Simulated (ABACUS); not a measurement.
The system is MnS.

```
Mn S
1.0
     0.00000    2.47346    2.47346
     2.47346    0.00000    2.47346
     2.47346    2.47346    0.00000
Mn S
1 1
Cartesian
  0.0000 0.0000 0.0000
  3.7102 3.7102 3.7102
```

The cell is a database's computed one.

Below is the output of ABACUS 3.10.1 for this cell. Logs are shortened: lines on timing, memory, paths and dates and some standing lists are left out, and cuts for length are marked.

```text
ABACUS v3.10.1

               Atomic-orbital Based Ab-initio Computation at UStc

 ------------------------------------------------------------------------------------

 READING GENERAL INFORMATION
                           global_out_dir = OUT.MnS/
                           global_in_card = INPUT
                               pseudo_dir = ./
                              orbital_dir =
                                    DSIZE = 4
                                    GSIZE = 1

 READING UNITCELL INFORMATION
                                    ntype = 2
                  lattice constant (Bohr) = 1.88973
              lattice constant (Angstrom) = 1

 READING ATOM TYPE 1
                               atom label = Mn
                      L=0, number of zeta = 1
                      L=1, number of zeta = 1
                      L=2, number of zeta = 1
             number of atom for this type = 1
               magnetization of element 1 = 4

 READING ATOM TYPE 2
                               atom label = S
                      L=0, number of zeta = 1
                      L=1, number of zeta = 1
                      L=2, number of zeta = 1
             number of atom for this type = 1
               magnetization of element 2 = 0

                        TOTAL ATOM NUMBER = 2
CARTESIAN COORDINATES ( UNIT =       1.889726124600 Bohr ).
    atom                   x                   y                   z     mag                  vx                  vy                  vz
tauc_Mn1            0.0000000000        0.0000000000        0.0000000000  4.0000        0.0000000000        0.0000000000        0.0000000000
tauc_S1            3.7101951286        3.7101951286        3.7101951286  0.0000        0.0000000000        0.0000000000        0.0000000000

                          Volume (Bohr^3) = 204.241
                             Volume (A^3) = 30.2654
[... 261 lines left out ...]
 E_KohnSham     -239.4479973739      -3257.8571389738
 E_Harris       -238.0980983245      -3239.4908201768
 E_Fermi        0.8622431122         11.7314193868
----------------------------------------------------------
[... 183 lines left out ...]
 Density error is 5.53028785556e-09
                          Error Threshold = 7.27231099479e-10
----------------------------------------------------------
     Energy           Rydberg                 eV
----------------------------------------------------------
 E_KohnSham     -239.4780423187      -3258.2659214198
 E_KS(sigma->0) -239.4773135729      -3258.2560063247
 E_Harris       -239.4776436792      -3258.2604976512
 E_band         -19.2189728646       -261.4875406660
 E_one_elec     -126.1572761025      -1716.4577991527
 E_Hartree      72.6241260911        988.1019271097
 E_xc           -42.4957293271       -578.1840595145
 E_Ewald        -143.4477054887      -1951.7061596722
 E_entropy(-TS) -0.0014574916        -0.0198301901
 E_descf        0.0000000000         0.0000000000
 E_exx          0.0000000000         0.0000000000
 E_Fermi        0.8581013585         11.6750679378
----------------------------------------------------------

 charge density convergence is achieved
 final etot is -3258.2659214 eV
 EFERMI = 11.675067938 eV

 STATE ENERGY(eV) AND OCCUPATIONS    NSPIN == 2
SPIN UP :
 1/5 kpoint (Cartesian) = 0.0000 0.0000 0.0000 (3287 pws)
       1       -67.3342     0.00291545
       2       -36.1529     0.00291545
       3       -36.1529     0.00291545
       4       -36.1529     0.00291545
       5       -3.65530     0.00291545
       6        6.89331     0.00291545
[... 115 lines left out ...]
      22        28.7671        0.00000
      23        30.7485        0.00000

SPIN DOWN :
 1/5 kpoint (Cartesian) = 0.0000 0.0000 0.0000 (3287 pws)
       1       -67.0648     0.00291545
       2       -35.8690     0.00291545
       3       -35.8690     0.00291545
       4       -35.8690     0.00291545
       5       -3.64542     0.00291545
       6        6.97186     0.00291545
[... 15 lines left out ...]
      22        27.7868        0.00000
      23        27.7868        0.00000

[... levels at 4 further k points ...]

------------------------------------------------------------------------------------------
 TOTAL-FORCE (eV/Angstrom)
------------------------------------------------------------------------------------------
                       Mn1         0.0000000000         0.0000000000         0.0000000000
                        S1         0.0000000000         0.0000000000         0.0000000000
------------------------------------------------------------------------------------------

----------------------------------------------------------------
 TOTAL-STRESS (KBAR)
----------------------------------------------------------------
       -29.6377328324         0.0000000000        -0.0000000000
         0.0000000000       -29.6377328324        -0.0000000000
         0.0000000000        -0.0000000000       -29.6377328324
----------------------------------------------------------------
 TOTAL-PRESSURE: -29.637733 KBAR

 --------------------------------------------
 !FINAL_ETOT_IS -3258.2659214198179143 eV
 --------------------------------------------
```

Q: What input gives this log?

A: Single point with PBEsol, collinear spin, ferromagnetic start. The files as run (others can give the same):

INPUT
```
INPUT_PARAMETERS
suffix              MnS
calculation         scf
basis_type          pw
pseudo_dir          ./
symmetry            1
dft_functional      pbesol
ecutwfc             97
pseudo_rcut         7
nspin               2
nbands              23
ks_solver           dav
smearing_method     fd
smearing_sigma      0.00367493
scf_thr             1e-08
scf_nmax            100
mixing_type         broyden
mixing_beta         0.4
cal_force           1
cal_stress          1
out_chg             1
kpar                4
```

STRU
```
ATOMIC_SPECIES
Mn 54.9380 Mn.upf
S 32.0600 S.upf

LATTICE_CONSTANT
1.8897261246

LATTICE_VECTORS
0.0000000000 2.4734634191 2.4734634191
2.4734634191 0.0000000000 2.4734634191
2.4734634191 2.4734634191 0.0000000000

ATOMIC_POSITIONS
Cartesian

Mn
0.0
1
0.0000000000 0.0000000000 0.0000000000 1 1 1 mag 4

S
0.0
1
3.7101951286 3.7101951286 3.7101951286 1 1 1 mag 0
```

KPT
```
K_POINTS
0
Gamma
7 7 7 0 0 0
```

Potentials or basis: PseudoDojo NC SR 0.5 PBE standard, plane waves.
Command:
```console
$ OMP_NUM_THREADS=1 mpirun -np 4 abacus > log
```

Caveat: the moment fell far below its start of 4 μB, so a state of higher moment may lie lower in energy; semilocal functionals often make such compounds metallic where correlation or magnetic order opens a gap, which also shifts bond lengths.
